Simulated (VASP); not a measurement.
# BaF2 (Frankdicksonite) (Fm-3m) in VASP: further runs

Runs on BaF2 (Frankdicksonite). Level: PBE. Tasks: relaxation of cell and atoms.

All numbers are computed with VASP 6.6.1; they aren't measurements. Logs are shortened: lines on timing, memory, paths and dates and some standing lists are left out, and cuts for length are marked.

## (1) The structure

It takes space group Fm-3m (No. 225, cubic). Conventional cell: a = 6.200 Å, b = 6.200 Å, c = 6.200 Å, α = 90.00°, β = 90.00°, γ = 90.00°. Around Ba (site symmetry m-3m) lie 8 F at 2.68 Å. F (site symmetry -43m) has 4 Ba at 2.68 Å as nearest neighbours.

## (2) Relaxation of cell and atoms, PBE

Contents of INCAR:

```
SYSTEM = BaF2
PREC = Accurate
ENCUT = 600
EDIFF = 1E-6
ISMEAR = 0
SIGMA = 0.03
LREAL = .False.
LASPH = .True.
NELM = 80
ALGO = Normal
ISIF = 3
LWAVE = .False.
LCHARG = .False.
GGA = PE
IBRION = 2
NSW = 90
EDIFFG = -0.01
```

Contents of KPOINTS:

```
Automatic mesh
0
Gamma
  8 8 8
  0 0 0
```

Contents of POSCAR:

```
BaF2
1.0
    0.0000000000      3.1000500000      3.1000500000
    3.1000500000      0.0000000000      3.1000500000
    3.1000500000      3.1000500000      0.0000000000
Ba F
1 2
Direct
    0.0000000000      0.0000000000      0.0000000000
    0.2500000000      0.2500000000      0.2500000000
    0.7500000000      0.7500000000      0.7500000000
```

Potentials or basis: VASP PAW PBE potentials, release 64 (Ba_sv, F).

The run is started by

```bash
cat potpaw_PBE.64/Ba_sv/POTCAR potpaw_PBE.64/F/POTCAR > POTCAR
mpirun -np 1 vasp_std > vasp.out
```

OUTCAR:

```text
SYSTEM = BaF2
   PREC = Accurate
   ENCUT = 600
   EDIFF = 1E-6
   ISMEAR = 0
   LREAL = .False.
   LASPH = .True.
   NELM = 80
   ISIF = 3
   GGA = PE
   IBRION = 2
   NSW = 90
   EDIFFG = -0.01

 ion  position               nearest neighbor table
   1  0.000  0.000  0.000-   3 2.68   3 2.68   2 2.68   3 2.68   2 2.68   2 2.68   3 2.68   2 2.68

   2  0.250  0.250  0.250-   1 2.68   1 2.68   1 2.68   1 2.68
   3  0.750  0.750  0.750-   1 2.68   1 2.68   1 2.68   1 2.68

  LATTYP: Found a face centered cubic cell.
 ALAT       =     6.2001000000

  Lattice vectors:

 A1 = (   0.0000000000,   3.1000500000,   3.1000500000)
 A2 = (   3.1000500000,   0.0000000000,   3.1000500000)
 A3 = (   3.1000500000,   3.1000500000,   0.0000000000)

Analysis of symmetry for initial positions (statically):
=====================================================================
 Subroutine PRICEL returns:
 Original cell was already a primitive cell.

 Routine SETGRP: Setting up the symmetry group for a
 face centered cubic supercell.

 Subroutine GETGRP returns: Found 48 space group operations
 (whereof 48 operations were pure point group operations)
 out of a pool of 48 trial point group operations.

The static configuration has the point symmetry O_h .

Analysis of symmetry for dynamics (positions and initial velocities):
=====================================================================
 Subroutine PRICEL returns:
 Original cell was already a primitive cell.

 Routine SETGRP: Setting up the symmetry group for a
 face centered cubic supercell.

 Subroutine GETGRP returns: Found 48 space group operations
 (whereof 48 operations were pure point group operations)
 out of a pool of 48 trial point group operations.

The dynamic configuration has the point symmetry O_h .

 Subroutine INISYM returns: Found 48 space group operations
 (whereof 48 operations are pure point group operations),
 and found     1 'primitive' translations

----------------------------------------------------------------------------------------

                                     Primitive cell

  volume of cell :      59.5849

  direct lattice vectors                    reciprocal lattice vectors
     0.000000000  3.100050000  3.100050000    -0.161287721  0.161287721  0.161287721
     3.100050000  0.000000000  3.100050000     0.161287721 -0.161287721  0.161287721
     3.100050000  3.100050000  0.000000000     0.161287721  0.161287721 -0.161287721

  length of vectors
     4.384132754  4.384132754  4.384132754     0.279358528  0.279358528  0.279358528

  position of ions in fractional coordinates (direct lattice)
     0.000000000  0.000000000  0.000000000
     0.250000000  0.250000000  0.250000000
     0.750000000  0.750000000  0.750000000

  ion indices of the primitive-cell ions
   primitive index   ion index
                 1           1
                 2           2
                 3           3

----------------------------------------------------------------------------------------

 KPOINTS: Automatic mesh

Automatic generation of k-mesh.
 Grid dimensions read from file:
 generate k-points for:    8    8    8

 Generating k-lattice:

  Cartesian coordinates                     Fractional coordinates (reciprocal lattice)
    -0.020160965  0.020160965  0.020160965     0.125000000  0.000000000  0.000000000
     0.020160965 -0.020160965  0.020160965     0.000000000  0.125000000  0.000000000
     0.020160965  0.020160965 -0.020160965     0.000000000  0.000000000  0.125000000

  Length of vectors
     0.034919816  0.034919816  0.034919816

  Shift w.r.t. Gamma in fractional coordinates (k-lattice)
     0.000000000  0.000000000  0.000000000

 Subroutine IBZKPT returns following result:
 ===========================================

 Found     29 irreducible k-points:

 Following reciprocal coordinates:
            Coordinates               Weight
  0.000000  0.000000  0.000000      1.000000
  0.125000  0.000000  0.000000      8.000000
  0.250000  0.000000  0.000000      8.000000
  0.375000  0.000000  0.000000      8.000000
  0.500000  0.000000  0.000000      4.000000
  0.125000  0.125000  0.000000      6.000000
[... 16 lines left out ...]
  0.500000  0.250000  0.125000     48.000000
 -0.375000  0.250000  0.125000     24.000000
 [... further k-points ...]
   k-points           NKPTS =     29   k-points in BZ     NKDIM =     29   number of bands    NBANDS=     16
   number of dos      NEDOS =    301   number of ions     NIONS =      3
   total plane-waves  NPLWV =  46656
   dimension x,y,z NGX =    36 NGY =   36 NGZ =   36
   dimension x,y,z NGXF=    72 NGYF=   72 NGZF=   72
   ions per type =               1   2
   NGX,Y,Z   is equivalent  to a cutoff of  13.65, 13.65, 13.65 a.u.
   NGXF,Y,Z  is equivalent  to a cutoff of  27.30, 27.30, 27.30 a.u.
 SYSTEM =  BaF2
   PREC   = accura    normal or accurate (medium, high low for compatibility)
   ISTART =      0    job   : 0-new  1-cont  2-samecut
   ICHARG =      2    charge: 1-file 2-atom 10-const
   ISPIN  =      1    spin polarized calculation?
   LNONCOLLINEAR =      F non collinear calculations
   LSORBIT =      F    spin-orbit coupling
   LASPH  =      T    aspherical Exc in radial PAW
   ENCUT  =  600.0 eV  44.10 Ry    6.64 a.u.   8.76  8.76  8.76*2*pi/ulx,y,z
   NELM   =     80;   NELMIN=  2; NELMDL= -5     # of ELM steps
   EDIFF  = 0.1E-05   stopping-criterion for ELM
   LREAL  =      F    real-space projection
   EDIFFG = -.1E-01   stopping-criterion for IOM
   NSW    =     90    number of steps for IOM
   IBRION =      2    ionic relax: 0-MD 1-quasi-New 2-CG
   NFREE  =      1    steps in history (QN), initial steepest desc. (CG)
   ISIF   =      3    stress and relaxation
   ISYM   =      2    0-nonsym 1-usesym 2-fastsym
   POTIM  = 0.5000    time-step for ionic-motion
   TEBEG  =    0.0;   TEEND  =   0.0 temperature during run
   PSTRESS=    0.0 pullay stress
   NELECT =      24.0000    total number of electrons
   NUPDOWN=      -1.0000    fix difference up-down
   EMIN   =  10.00;   EMAX   =-10.00  energy-range for DOS
   EFERMI =   0.00;   METHOD = LEGACY
   ISMEAR =     0;   SIGMA  =   0.03  broadening in eV -4-tet -1-fermi 0-gaus
   EFERMI_NEDOS =   21; number of points for ismear=-14 and -15
   IALGO  =     38    algorithm
   IMIX   =      4    mixing-type and parameters
     AMIX     =   0.40;   BMIX     =  1.00
     AMIX_MAG =   1.60;   BMIX_MAG =  1.00
  volume/ion in A,a.u.               =      19.86       134.03
  Fermi-wavevector in a.u.,A,eV,Ry     =   1.209019  2.284715 19.888011  1.461728
  Thomas-Fermi vector in A             =   2.344609
   LORBIT       =      0    0 simple, 1 ext, 2 COOP (PROOUT), +10 PAW based schemes
   GGA     = PE    functional components
   LHFCALC =     F    Hartree Fock is set to
   AEXX    =    0.0000 exact exchange contribution
   IVDW    =     0    specifies the selected vdW correction
   LEPSILON=     F    determine dielectric tensor
   LRPA    =     F    only Hartree local field effects (RPA)
 conjugate gradient relaxation of ions
 non-spin polarized calculation
 Gauss-broadening in eV      SIGMA  =   0.03
  energy-cutoff  :      600.00
  volume of cell :       59.58
 maximum number of plane-waves:      2012
   NGX = 17   NGY = 17   NGZ = 17

--------------------------------------- Ionic step        1  -------------------------------------------

 number of electron      24.0000002 magnetization

 Free energy of the ion-electron system (eV)
  ---------------------------------------------------
  ext. energy  EPLUGINS =         0.00000000
  ---------------------------------------------------
  free energy    TOTEN  =       -17.11274006 eV

  energy without entropy =      -17.11274006  energy(sigma->0) =      -17.11274006

------------------------ aborting loop because EDIFF is reached ----------------------------------------

  FORCE on cell =-STRESS in cart. coord.  units (eV):
  Direction    XX          YY          ZZ          XY          YZ          ZX
  --------------------------------------------------------------------------------------
  -------------------------------------------------------------------------------------
  Total        0.8540470      0.8540470      0.8540470      0.0000000      0.0000000      0.0000000
  in kB       22.9644610     22.9644610     22.9644610      0.0000000      0.0000000      0.0000000
  external PRESSURE =      22.9644610 kB  Pullay stress =       0.0000000 kB

 VOLUME and BASIS-vectors are now :
 -----------------------------------------------------------------------------
  energy-cutoff  :      600.00
  volume of cell :       59.58
      direct lattice vectors                 reciprocal lattice vectors
     0.000000000  3.100050000  3.100050000    -0.161287721  0.161287721  0.161287721
     3.100050000  0.000000000  3.100050000     0.161287721 -0.161287721  0.161287721
     3.100050000  3.100050000  0.000000000     0.161287721  0.161287721 -0.161287721
[... 38 lines left out ...]
 POSITION                                       TOTAL-FORCE (eV/Angst)
 -----------------------------------------------------------------------------------
      0.00000      3.14263      3.14263        -0.000000      0.000000     -0.000000
      1.57131      1.57131      1.57131         0.000000      0.000000      0.000000
      4.71394      4.71394      4.71394        -0.000000     -0.000000     -0.000000
 -----------------------------------------------------------------------------------
    total drift:                                0.000000      0.000000      0.000000

  FREE ENERGIE OF THE ION-ELECTRON SYSTEM (eV)
  ---------------------------------------------------
  free  energy   TOTEN  =       -17.1289362083 eV

  energy  without entropy=      -17.1289362083  energy(sigma->0) =      -17.12893621

--------------------------------------- Ionic step        3  -------------------------------------------

 number of electron      24.0000018 magnetization

 Free energy of the ion-electron system (eV)
  ---------------------------------------------------
  ext. energy  EPLUGINS =         0.00000000
  ---------------------------------------------------
  free energy    TOTEN  =       -17.12897393 eV

  energy without entropy =      -17.12897393  energy(sigma->0) =      -17.12897393

 E-fermi :  -1.9932     XC(G=0):  -8.5234

 val. band max:       -2.2268022306   @ k =  -0.2500   0.2500   0.0000
 cond. band min:       4.3685613259   @ k =   0.0000   0.0000   0.0000
 fundamental gap:      6.5953635565
 Fermi energy:        -1.9931531295

 k-point     1 :       0.0000    0.0000    0.0000
  band No.  band energies     occupation
      1     -25.4340      2.00000
      2     -21.0996      2.00000
      3     -21.0966      2.00000
      4     -10.3210      2.00000
      5     -10.3210      2.00000
      6     -10.3210      2.00000
[... 8 lines left out ...]
     15       6.8082      0.00000
     16       8.8516      0.00000
[... 419 lines left out ...]
 k-point    24 :      -0.3750    0.2500    0.1250
  band No.  band energies     occupation
      1     -25.2380      2.00000
      2     -21.3060      2.00000
      3     -21.2384      2.00000
      4     -10.5644      2.00000
      5     -10.4407      2.00000
      6     -10.4386      2.00000
[... 8 lines left out ...]
     15       7.0881      0.00000
     16       7.8026      0.00000

 [... further k-points ...]

------------------------ aborting loop because EDIFF is reached ----------------------------------------

  FORCE on cell =-STRESS in cart. coord.  units (eV):
  Direction    XX          YY          ZZ          XY          YZ          ZX
  --------------------------------------------------------------------------------------
  -------------------------------------------------------------------------------------
  Total        0.0006901      0.0006901      0.0006901      0.0000000      0.0000000     -0.0000000
  in kB        0.0178465      0.0178465      0.0178465      0.0000000      0.0000000     -0.0000000
  external PRESSURE =       0.0178465 kB  Pullay stress =       0.0000000 kB

 VOLUME and BASIS-vectors are now :
 -----------------------------------------------------------------------------
  energy-cutoff  :      600.00
  volume of cell :       61.95
      direct lattice vectors                 reciprocal lattice vectors
     0.000000000  3.140620226  3.140620226    -0.159204222  0.159204222  0.159204222
     3.140620226 -0.000000000  3.140620226     0.159204222 -0.159204222  0.159204222
     3.140620226  3.140620226  0.000000000     0.159204222  0.159204222 -0.159204222

 POSITION                                       TOTAL-FORCE (eV/Angst)
 -----------------------------------------------------------------------------------
      0.00000      0.00000      0.00000        -0.000000     -0.000000     -0.000000
      1.57031      1.57031      1.57031         0.000000      0.000000      0.000000
      4.71093      4.71093      4.71093        -0.000000     -0.000000     -0.000000
 -----------------------------------------------------------------------------------
    total drift:                                0.000000      0.000000      0.000000

  FREE ENERGIE OF THE ION-ELECTRON SYSTEM (eV)
  ---------------------------------------------------
  free  energy   TOTEN  =       -17.1289739293 eV

  energy  without entropy=      -17.1289739293  energy(sigma->0) =      -17.12897393

 reached required accuracy - stopping structural energy minimisation
```

Wall time 64 s (1 thread of Intel Xeon Platinum 8259CL at 2.50GHz (Skylake/Cascade Lake), shared host); peak memory 0.22 GiB.

What came out:

| Quantity | Value |
| --- | --- |
| Free energy | -17.1290 eV |
| Relaxed volume | 20.65 Å³/atom |
| Relaxed cell | a = 4.442 Å, b = 4.442 Å, c = 4.442 Å, α = 60.00°, β = 60.00°, γ = 60.00° |
| Space group after relaxing (to 0.05 Å) | Fm-3m (No. 225) |
| Energy gained by relaxing | 5.4 meV/atom |
| Ionic steps | 3 |
| Pressure after relaxing | 0.0 GPa |
| Band gap on the k mesh | 6.60 eV, indirect (least direct gap 6.65 eV) |

The path:
| step | energy change (eV) | largest force (eV/Å) | pressure (GPa) | volume (Å³) |
| --- | --- | --- | --- | --- |
| 1 | 0.0000 | 0.0000 | 2.30 | 59.58 |
| 2 | -0.0162 | 0.0000 | -0.10 | 62.07 |
| 3 | -0.0162 | 0.0000 | 0.00 | 61.95 |

Final structure:
```
CELL_PARAMETERS angstrom
0.00000 3.14062 3.14062
3.14062 0.00000 3.14062
3.14062 3.14062 0.00000
ATOMIC_POSITIONS crystal
Ba 0.00000 0.00000 0.00000
F 0.25000 0.25000 0.25000
F 0.75000 0.75000 0.75000
```

Caveat: spin-orbit coupling is left out, which moves the levels of the heavy elements. A k mesh can miss the band edges.

## (3) Relaxation of cell and atoms, PBE

This run uses another cell than the first one, of 20.65 Å³/atom, 1.040 times its volume.

INCAR: that of step 2 with these lines changed.

```diff
@@ -3,3 +3,3 @@
 ENCUT = 600
-EDIFF = 1E-6
+EDIFF = 1E-7
 ISMEAR = 0
@@ -16,2 +16,2 @@
 NSW = 90
-EDIFFG = -0.01
+EDIFFG = -0.005
```

KPOINTS is that of step 2.

Contents of POSCAR:

```
BaF2                                    
1.0
    0.0000000000      3.1406202255      3.1406202255
    3.1406202255     -0.0000000000      3.1406202255
    3.1406202255      3.1406202255      0.0000000000
  Ba              F             
     1     2
Direct
     0.0000000000000000    0.0000000000000000    0.0000000000000000
     0.2500000000000000    0.2500000000000000    0.2500000000000000
     0.7500000000000000    0.7500000000000000    0.7500000000000000
```

Potentials or basis: VASP PAW PBE potentials, release 64 (Ba_sv, F).

The run is started by

```bash
cat potpaw_PBE.64/Ba_sv/POTCAR potpaw_PBE.64/F/POTCAR > POTCAR
mpirun -np 1 vasp_std > vasp.out
```

Wall time 33 s (1 thread of Intel Xeon Platinum 8259CL at 2.50GHz (Skylake/Cascade Lake), shared host); peak memory 0.22 GiB.

It converged, with:

- Free energy: -17.1329 eV
- Pressure after relaxing: 0.0 GPa
- Band gap on the k mesh: 6.60 eV, indirect (least direct gap 6.65 eV)

Final structure:
```
Ba F
1.0
     0.00000    3.14062    3.14062
     3.14062    0.00000    3.14062
     3.14062    3.14062    0.00000
Ba F
1 2
Cartesian
  0.0000 0.0000 0.0000
  1.5703 1.5703 1.5703
  4.7109 4.7109 4.7109
```

Levels at points of the mesh, in eV from the valence-band top:
```
           k point  band 9  band 10  band 11  band 12  band 13  band 14  band 15  band 16
(0.00, 0.00, 0.00)   -1.38    -0.06    -0.06    -0.06     6.60     9.04     9.04    11.08
(0.50, 0.00, 0.00)   -0.62    -0.34    -0.17    -0.17     8.87     9.02     9.02     9.63
(0.50, 0.50, 0.00)   -0.35    -0.31    -0.31    -0.09     7.17     8.80    10.43    11.63
```

Caveat: the relaxation stopped at its first step, so nothing moved; spin-orbit coupling is left out, which moves the levels of the heavy elements. A k mesh can miss the band edges.
